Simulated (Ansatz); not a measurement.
An Ansatz (a program for electronic structure) run: InN with a change (isotropic strain +0.52 %); PBEsol (Ansatz), no SOC.

Input:

Ansatz 0.2 input:
```yaml
crystal:
  lattice:
    - [3.5553255508, 0, 0]
    - [-1.7776627754, 3.0790022457, 0]
    - [0, 0, 5.7432658481]
  atoms:
    - { symbol: In, position: [0.6666666667, 0.3333333333, 0.0020299435] }
    - { symbol: In, position: [0.3333333333, 0.6666666667, 0.5020299435] }
    - { symbol: N, position: [0.6666666667, 0.3333333333, 0.6231700565] }
    - { symbol: N, position: [0.3333333333, 0.6666666667, 0.1231700565] }
basis: { ecutwfc: 420, ecutrho_ratio: 4, xc_grid: 2, fft_grid_basis: typed }
kpoints: { mp_grid: { grid: [11, 11, 6] } }
hamiltonian:
  xc: pbesol
  dispersion: none
  pseudopotentials: { kind: paw }
scf: { occupations: { method: fermi_dirac, width: 0.05 }, convergence: { dr2_threshold: 0.0000000004 } }
relax: { f_tol: 0.005, max_steps: 50 }
output: { forces: true, stress: true }
checkpoint: { write: state.ck, write_every: 1000 }
```

Output:

```
Relaxation: its limit of steps is 50 (relax.max_steps)
Pseudopotentials: kind: paw
Pseudopotential: In, paw, valence charge 13
Pseudopotential: N, paw, valence charge 5
Functional definition: PBEsol
Crystal: 4 atoms, lattice volume = 62.871 Å³
Basis set: ecut = 420 eV, 1237 PW (Γ), exchange–correlation on 48×48×80 points (8 copies of the dense FFT grid, shifted against one another)
Bands: 22, of which v1, the nominal top of the filled ones, is band 18 counted from 1 (17 counted from 0)
Symmetry: 12 space group operations
Space group: P63mc (ITA 186), of the structure as read, at distance tolerance 4.0e-5 Å
k-points: 64 of 726 (time reversal used)
PAW frozen core: In, regenerated for the run's functional, and the local potential with it
PAW frozen core: N, regenerated for the run's functional, and the local potential with it
Initial density: superposition of atomic densities (neutral atoms: chi_scale 0, normalization atom), corrected by the library's trained network
Initial wavefunctions: pseudopotential atomic-orbital guess
Eigensolver: davidson
Functional: x = pbesol(κ = 0.804, μ = 0.12345679012345678), c = pbesol(β = 0.046)
SCF iter   1: F=—  HF=-11807.788023 eV  |F-HF|=—  |Δ(HF+E_count)|=         —  Δρ=1.44e-2  dr2=1.47e-1  ethr=1.77e-3  ⟨swp⟩=6.0  Hψ=6362  notcnv=0
all-band conjugate gradients solve this SCF's bands
preconditioner: auto → Resta (q_TF=auto, 2.486 Å⁻¹)
SCF iter   2: F=—  HF=-11807.750739 eV  |F-HF|=—  |Δ(HF+E_count)|=   3.73e-2  Δρ=2.80e-3  dr2=3.31e-3  ethr=4.07e-4  ⟨swp⟩=2.0  Hψ=2381  notcnv=0
SCF iter   3: F=—  HF=-11807.750033 eV  |F-HF|=—  |Δ(HF+E_count)|=   7.06e-4  Δρ=1.21e-3  dr2=8.94e-4  ethr=9.19e-6  ⟨swp⟩=2.5  Hψ=2604  notcnv=0
SCF iter   4: F=—  HF=-11807.749930 eV  |F-HF|=—  |Δ(HF+E_count)|=   1.03e-4  Δρ=3.13e-4  dr2=7.66e-5  ethr=2.48e-6  ⟨swp⟩=2.0  Hψ=2537  notcnv=0
SCF iter   5: F=—  HF=-11807.749967 eV  |F-HF|=—  |Δ(HF+E_count)|=   3.67e-5  Δρ=6.60e-5  dr2=2.77e-6  ethr=2.13e-7  ⟨swp⟩=2.5  Hψ=2161  notcnv=0
SCF iter   6: F=—  HF=-11807.749964 eV  |F-HF|=—  |Δ(HF+E_count)|=   2.46e-6  Δρ=8.64e-6  dr2=4.91e-8  ethr=7.70e-9  ⟨swp⟩=2.5  Hψ=2381  notcnv=0
SCF iter   7: F=—  HF=-11807.749964 eV  |F-HF|=—  |Δ(HF+E_count)|=   6.89e-8  Δρ=1.95e-6  dr2=3.00e-9  ethr=1.36e-10  ⟨swp⟩=2.3  Hψ=2171  notcnv=0
SCF iter   8: F=-11807.749964 eV  HF=-11807.749964 eV  |F-HF|=9.09e-12  |Δ(HF+E_count)|=   2.26e-9  Δρ=3.04e-7  dr2=6.30e-11  ethr=1.11e-12  ⟨swp⟩=5.0  Hψ=5426  notcnv=0
SCF 1 converged in 8 iterations: F = -11807.749964 eV  dr2 = 6.30e-11
relax step   1: F+E_penalty+E_count = -11807.74996437 eV  Δ(F+E_penalty+E_count) = +0.000e0 eV  max|allowed force component| = 9.591e-5 eV/Å  Δτ_max = 0.0000 Å  (8 SCF iters, accepted)
the relaxation is at rest under the 12 symmetry operations that the run kept from its start: a minimum is not shown …
SCF converged after 8 iterations
Free energy (F): -11807.749964 eV
Harris-Foulkes:  -11807.749964 eV  (|F-HF|=9.09e-12)
Internal energy: -11807.749361 eV  (E = F + TS)
E sigma→0 (E₀):  -11807.749663 eV
Entropy (-TS):   -0.000603 eV (-0.151 meV/atom)
Fermi energy:    9.246863 eV
--- Per-component energies (eV) ---
  E_band       = -15.531131
  E_kinetic    = 744.940881
  E_local      = -2550.033600  (includes V_loc(G=0)·N_el)
  E_nonlocal   = 832.323289
  E_hartree    = 979.016419
  E_xc         = -543.222331
  E_vxc        = -348.551969  (∫ρ·V_xc dr)
  E_paw        = -8418.408706  (= ΣΔE_a)
  E_vpaw       = -652.242843  (= ΣTr[D̂ρ^β])
  E_aug_tail   = 0.000231  (compensation charges beyond the density's cutoff)
  E_ewald      = -2852.893547
  E_core_change = 0.528003  (= ΣΔE_core)
  E_smearing   = -0.000603  (= −TS)
  E_closure    = -0.000000  (closes the sum)
  Σ components = -11807.749964   (vs F -11807.749964, Δ=0.00e0)
  [band-id]    e_kinetic+e_local+e_nonlocal+2·e_hartree+e_vxc+e_vpaw+e_augmentation_tail = -15.531174   (vs E_band -15.531131, Δ=-4.26e-5)
--- Forces (eV/Å), atoms counted from 1 ---
  atom   1  In     0.00000000     0.00000000     0.00009655
  atom   2  In     0.00000000    -0.00000000     0.00009655
  atom   3  N      0.00000000     0.00000000    -0.00009527
  atom   4  N      0.00000000    -0.00000000    -0.00009527
  max |Σ_I F_I| component: 2.57e-6 eV/Å
--- Stress (GPa, compression-positive) ---
       -2.053235      -0.000000       0.000000
        0.000000      -2.053235      -0.000000
        0.000000      -0.000000      -1.998297
  P = ⅓ Tr σ = -2.0349 GPa (-20.349 kbar)
  The stress holds the Pulay correction. Without it, at fixed plane waves, as pw.x and ABINIT print it: P = -2.4121 GPa
  The stress includes an estimate of the error left by incomplete SCF convergence (largest component 0.0001 GPa).
--- Band table ---
  band table: none
--- Relaxed structure (1 steps of the walk, 1 accepted, 0 SCFs on fresh bases) ---
  F+E_penalty+E_count = -11807.74996437 eV   max|allowed force component| = 9.591e-5 eV/Å
  atoms:
    - { symbol: In, position: [0.6666666666666665, 0.33333333333333326, 0.0020299434999999995] }
    - { symbol: In, position: [0.33333333333333326, 0.6666666666666665, 0.5020299435] }
    - { symbol: N, position: [0.6666666666666665, 0.33333333333333326, 0.6231700564999999] }
    - { symbol: N, position: [0.33333333333333326, 0.6666666666666665, 0.12317005649999999] }
```

A case with no gap was solved on a k-mesh chosen for an insulator, which is coarse for it. No phonon test of stability was made. All final runs are without spin polarisation. The cell was made from InN in the wurtzite structure (space group P6_3mc, No. 186) by this change: isotropic strain +0.52 %.
